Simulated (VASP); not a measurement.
# ZrSe2 in VASP: further runs, part 3 of 3

VASP 6.6.1. The steps go on from the part before.

## (5) Phonons, PBE+D3(BJ)

Input file POSCAR:

```
ZrSe2
1.0
    3.7445162178      0.0000000000      0.0000000000
   -1.8722581089      3.2428461661      0.0000000000
    0.0000000000      0.0000000000     33.4800000000
  Se              Zr
     6     3
Direct
     0.6666666699999979    0.3333333300000021    0.2712238193367430
     0.3333333300000021    0.6666666699999979    0.3666923994899987
     0.6666666699999979    0.3333333300000021    0.4523173943975637
     0.3333333300000021    0.6666666699999979    0.5476826056024363
     0.6666666699999979    0.3333333300000021    0.6333076005100013
     0.3333333300000021    0.6666666699999979    0.7287761806632571
     0.0000000000000000    0.0000000000000000    0.3190118459504960
     0.0000000000000000    0.0000000000000000    0.5000000000000000
     0.0000000000000000    0.0000000000000000    0.6809881540495041
```

Input file INCAR.step1:

```
SYSTEM = ZrSe2
PREC     = Accurate       ! precision mode
ENCUT    = 600            ! plane-wave cutoff, eV
EDIFF    = 1E-8           ! SCF threshold, eV
ISMEAR   = 0              ! smearing method
SIGMA    = 0.03           ! smearing width, eV
LREAL    = .FALSE.        ! projectors in reciprocal space
LASPH    = .TRUE.         ! aspherical terms in the spheres
NELM     = 80             ! most SCF steps
ALGO     = Normal         ! electronic algorithm
ISIF     = 2              ! what is computed and relaxed
LWAVE    = .FALSE.        ! write WAVECAR
LCHARG   = .FALSE.        ! write CHGCAR
GGA      = PE             ! functional
IVDW     = 12             ! dispersion correction
LATTICE_CONSTRAINTS= .TRUE. .TRUE. .FALSE.
KPAR     = 4            
IBRION   = 2              ! ionic algorithm
NSW      = 40             ! ionic steps
EDIFFG   = -0.002         ! ionic threshold
```

Input file INCAR.step2:

```
SYSTEM = ZrSe2
PREC     = Accurate       ! precision mode
ENCUT    = 600            ! plane-wave cutoff, eV
EDIFF    = 1E-8           ! SCF threshold, eV
ISMEAR   = 0              ! smearing method
SIGMA    = 0.03           ! smearing width, eV
LREAL    = .FALSE.        ! projectors in reciprocal space
LASPH    = .TRUE.         ! aspherical terms in the spheres
NELM     = 80             ! most SCF steps
ALGO     = Normal         ! electronic algorithm
ISIF     = 2              ! what is computed and relaxed
LWAVE    = .FALSE.        ! write WAVECAR
LCHARG   = .FALSE.        ! write CHGCAR
GGA      = PE             ! functional
IVDW     = 12             ! dispersion correction
LATTICE_CONSTRAINTS= .TRUE. .TRUE. .FALSE.
KPAR     = 4            
IBRION   = 6              ! ionic algorithm
NFREE    = 2            
POTIM    = 0.015          ! step
NSW      = 1              ! ionic steps
```

Input file KPOINTS:

```
Automatic mesh
0
G
  9 9 1
  0 0 0
```

Potentials or basis: VASP PAW PBE potentials, release 64 (Se, Zr_sv).

Command:

```bash
$ cat potpaw_PBE.64/Se/POTCAR potpaw_PBE.64/Zr_sv/POTCAR > POTCAR
$ cp INCAR.step1 INCAR
$ mpirun -np 4 vasp_std > vasp.out
$ cp CONTCAR POSCAR
$ cp INCAR.step2 INCAR
$ mpirun -np 4 vasp_std > vasp.out
```

OUTCAR:

```text
SYSTEM = ZrSe2
   PREC = Accurate
   ENCUT = 600
   EDIFF = 1E-8
   ISMEAR = 0
   LREAL = .FALSE.
   LASPH = .TRUE.
   NELM = 80
   ISIF = 2
   GGA = PE
   IVDW = 12
   IBRION = 6
   NFREE = 2
   POTIM = 0.015
   NSW = 1
 IVDW          = 12

 ion  position               nearest neighbor table
   1  0.667  0.333  0.272-   7 2.69   7 2.69   7 2.69
   2  0.333  0.667  0.367-   7 2.69   7 2.69   7 2.69
   3  0.667  0.333  0.452-   8 2.69   8 2.69   8 2.69
   4  0.333  0.667  0.548-   8 2.69   8 2.69   8 2.69
   5  0.667  0.333  0.633-   9 2.69   9 2.69   9 2.69
   6  0.333  0.667  0.728-   9 2.69   9 2.69   9 2.69
   7  0.000  0.000  0.319-   2 2.69   2 2.69   2 2.69   1 2.69   1 2.69   1 2.69
   8  0.000  0.000  0.500-   3 2.69   4 2.69   4 2.69   3 2.69   3 2.69   4 2.69
   9  0.000  0.000  0.681-   5 2.69   5 2.69   5 2.69   6 2.69   6 2.69   6 2.69

  LATTYP: Found a hexagonal cell.
 ALAT       =     3.7445162178
 C/A-ratio  =     8.9410749086

  Lattice vectors:

 A1 = (   3.7445162178,   0.0000000000,   0.0000000000)
 A2 = (  -1.8722581089,   3.2428461661,   0.0000000000)
 A3 = (   0.0000000000,   0.0000000000,  33.4800000000)

Analysis of symmetry for initial positions (statically):
=====================================================================
 Subroutine PRICEL returns:
 Original cell was already a primitive cell.

 Routine SETGRP: Setting up the symmetry group for a
 hexagonal supercell.

 Subroutine GETGRP returns: Found 12 space group operations
 (whereof 12 operations were pure point group operations)
 out of a pool of 24 trial point group operations.

The static configuration has the point symmetry D_3d.

Analysis of symmetry for dynamics (positions and initial velocities):
=====================================================================
 Subroutine PRICEL returns:
 Original cell was already a primitive cell.

 Routine SETGRP: Setting up the symmetry group for a
 hexagonal supercell.

 Subroutine GETGRP returns: Found 12 space group operations
 (whereof 12 operations were pure point group operations)
 out of a pool of 24 trial point group operations.

The dynamic configuration has the point symmetry D_3d.

 Subroutine INISYM returns: Found 12 space group operations
 (whereof 12 operations are pure point group operations),
 and found     1 'primitive' translations

----------------------------------------------------------------------------------------

                                     Primitive cell

  volume of cell :     406.5440

  direct lattice vectors                    reciprocal lattice vectors
     3.744516218  0.000000000  0.000000000     0.267057196  0.154185544  0.000000000
    -1.872258109  3.242846166  0.000000000     0.000000000  0.308371088  0.000000000
     0.000000000  0.000000000 33.480000000     0.000000000  0.000000000  0.029868578
[... 97 lines left out ...]
   NUPDOWN=      -1.0000    fix difference up-down
   EMIN   =  10.00;   EMAX   =-10.00  energy-range for DOS
   EFERMI =   0.00;   METHOD = LEGACY
   ISMEAR =     0;   SIGMA  =   0.03  broadening in eV -4-tet -1-fermi 0-gaus
   EFERMI_NEDOS =   21; number of points for ismear=-14 and -15
   IALGO  =     38    algorithm
   IMIX   =      4    mixing-type and parameters
     AMIX     =   0.40;   BMIX     =  1.00
     AMIX_MAG =   1.60;   BMIX_MAG =  1.00
  volume/ion in A,a.u.               =      45.17       304.83
  Fermi-wavevector in a.u.,A,eV,Ry     =   0.919355  1.737329 11.499825  0.845213
  Thomas-Fermi vector in A             =   2.044539
   LORBIT       =      0    0 simple, 1 ext, 2 COOP (PROOUT), +10 PAW based schemes
   GGA     = PE    functional components
   LHFCALC =     F    Hartree Fock is set to
   AEXX    =    0.0000 exact exchange contribution
   IVDW    =    12    specifies the selected vdW correction
   LEPSILON=     F    determine dielectric tensor
   LRPA    =     F    only Hartree local field effects (RPA)
 finite differences with symmetry
 non-spin polarized calculation
 Gauss-broadening in eV      SIGMA  =   0.03
  energy-cutoff  :      600.00
  volume of cell :      406.54
 maximum number of plane-waves:     13659
 NGX is ok and might be reduce to    30
   NGX = 15   NGY = 15   NGZ =133

--------------------------------------- Ionic step        1  -------------------------------------------

 number of electron      72.0000000 magnetization

 Free energy of the ion-electron system (eV)
  ---------------------------------------------------
  ext. energy  EPLUGINS =         0.00000000
  ---------------------------------------------------
  free energy    TOTEN  =       -58.64873658 eV

  energy without entropy =      -58.64873658  energy(sigma->0) =      -58.64873658

------------------------ aborting loop because EDIFF is reached ----------------------------------------

 Edisp (eV)   -3.22316

 E8    (eV) :    -1.4822
[... 126 lines left out ...]
  FREE ENERGIE OF THE ION-ELECTRON SYSTEM (eV)
  ---------------------------------------------------
  free  energy   TOTEN  =       -61.8715091119 eV

  energy  without entropy=      -61.8715091118  energy(sigma->0) =      -61.87150911

[... ionic steps 4 to 18 ...]

--------------------------------------- Ionic step       19  -------------------------------------------

 number of electron      72.0000000 magnetization

------------------------ aborting loop because EDIFF is reached ----------------------------------------
[... 89 lines left out ...]
--------------------------------------- Ionic step       21  -------------------------------------------

 number of electron      72.0000000 magnetization

 Free energy of the ion-electron system (eV)
  ---------------------------------------------------
  ext. energy  EPLUGINS =         0.00000000
  ---------------------------------------------------
  free energy    TOTEN  =       -58.64710674 eV

  energy without entropy =      -58.64710674  energy(sigma->0) =      -58.64710674

 E-fermi :   0.2191     XC(G=0):  -5.6039

 val. band max:        0.1032691287   @ k =   0.0000   0.0000   0.0000
 cond. band min:       0.3389206016   @ k =   0.4444   0.0000   0.0000
 fundamental gap:      0.2356514728
 Fermi energy:         0.2190589538

 k-point     1 :       0.0000    0.0000    0.0000
  band No.  band energies     occupation
      1     -49.3947      2.00000
      2     -49.3723      2.00000
      3     -49.3457      2.00000
      4     -27.4470      2.00000
      5     -27.4285      2.00000
      6     -27.3980      2.00000
[... 581 lines left out ...]
  FREE ENERGIE OF THE ION-ELECTRON SYSTEM (eV)
  ---------------------------------------------------
  free  energy   TOTEN  =       -61.8702694851 eV

  energy  without entropy=      -61.8702694849  energy(sigma->0) =      -61.87026948

 INTERNAL STRAIN TENSORS FROM DISPLACED ATOMS
 ============================================

 INTERNAL STRAIN TENSOR FOR ION    1 for displacements in x,y,z  (eV/Angst):
          X           Y           Z          XY          YZ          ZX
  --------------------------------------------------------------------------------
  x     0.00000     0.00000     0.00000    -3.32014     0.00000     9.35147
  y    -3.32014     3.32014     0.00000     0.00000     9.35148     0.00000
  z     8.68285     8.68285    16.46351     0.00000     0.00000     0.00000

 INTERNAL STRAIN TENSOR FOR ION    9 for displacements in x,y,z  (eV/Angst):
          X           Y           Z          XY          YZ          ZX
  --------------------------------------------------------------------------------
  x     0.00000     0.00000     0.00000    -0.08075     0.00000    -0.30911
  y    -0.08075     0.08075     0.00000     0.00000    -0.30911     0.00000
  z     0.21916     0.21916    -0.47010     0.00000    -0.00000     0.00000

 Eigenvectors and eigenvalues of the dynamical matrix
   1 f  =    7.811966 THz    49.084032 2PiTHz  260.579146 cm-1    32.307682 meV
   2 f  =    7.787859 THz    48.932560 2PiTHz  259.775009 cm-1    32.207982 meV
   3 f  =    7.731216 THz    48.576665 2PiTHz  257.885620 cm-1    31.973727 meV
   4 f  =    5.797202 THz    36.424897 2PiTHz  193.373860 cm-1    23.975292 meV
   5 f  =    5.700012 THz    35.814234 2PiTHz  190.131945 cm-1    23.573346 meV
   6 f  =    5.637604 THz    35.422111 2PiTHz  188.050228 cm-1    23.315246 meV
[... 16 lines left out ...]
  23 f  =    0.429252 THz     2.697068 2PiTHz   14.318295 cm-1     1.775242 meV
  24 f  =    0.429252 THz     2.697068 2PiTHz   14.318295 cm-1     1.775242 meV
  25 f/i=    0.000507 THz     0.003186 2PiTHz    0.016912 cm-1     0.002097 meV
  26 f/i=    0.003114 THz     0.019563 2PiTHz    0.103856 cm-1     0.012876 meV
  27 f/i=    0.003114 THz     0.019563 2PiTHz    0.103856 cm-1     0.012876 meV

 ELASTIC MODULI CONTR FROM IONIC RELAXATION (kBar)
 Direction    XX          YY          ZZ          XY          YZ          ZX
 --------------------------------------------------------------------------------
 XX        -214.3653   -125.6104   -321.2442     -0.0000    129.2344      0.0000
 YY        -125.6104   -214.3653   -321.2442      0.0000   -129.2344     -0.0000
 ZZ        -321.2442   -321.2442   -684.9182      0.0000     -0.0000     -0.0000
 XY          -0.0000      0.0000      0.0000    -44.3774      0.0000    129.2344
 YZ         129.2344   -129.2344     -0.0000      0.0000   -378.9985     -0.0000
 ZX           0.0000     -0.0000     -0.0000    129.2344     -0.0000   -378.9982
 --------------------------------------------------------------------------------
```

Run time: 59 min. Hardware: 4 MPI ranks of Intel Xeon 6975P-C (Granite Rapids), shared host; peak memory 1.2 GiB.

What came out:

| Item | Value |
| --- | --- |
| Highest phonon frequency at Γ, LO-TO splitting left out | 261 cm⁻¹ |
| Dispersion energy per atom | -0.358 eV |

Phonon frequencies in cm⁻¹ (negative: imaginary):
| q point | frequencies |
| --- | --- |
| (0.000, 0.000, 0.000) | 0 0 0 14 14 25 25 26 46 100 100 101 101 106 106 142 142 142 142 143 143 188 190 193 258 260 261 |

## (6) Overview

```tsv
task	level	spin	cutoff (eV)	dipole correction	by perturbation theory	gap on the mesh (eV)	largest force (eV/Å)
band structure	PBE+D3(BJ)	off	520	yes	-	0.25	0.01
band structure	PBE+D3(BJ)	SOC, no magnetisation	520	yes	-	-	0.01
band structure	r2SCAN	off	520	yes	-	0.56	0.22
phonons	PBE+D3(BJ)	off	600	-	no	-	-
```

Alike in all rows: potentials or basis VASP PAW PBE potentials, release 64 (Se, Zr_sv); cell as given; k mesh 9 × 9 × 1; smearing gaussian 0.03 eV.

Caveats: the PAW data sets were made with another functional, which shifts forces and pressure a little (some runs).

Absolute energies hang on the potentials; compare differences alone.
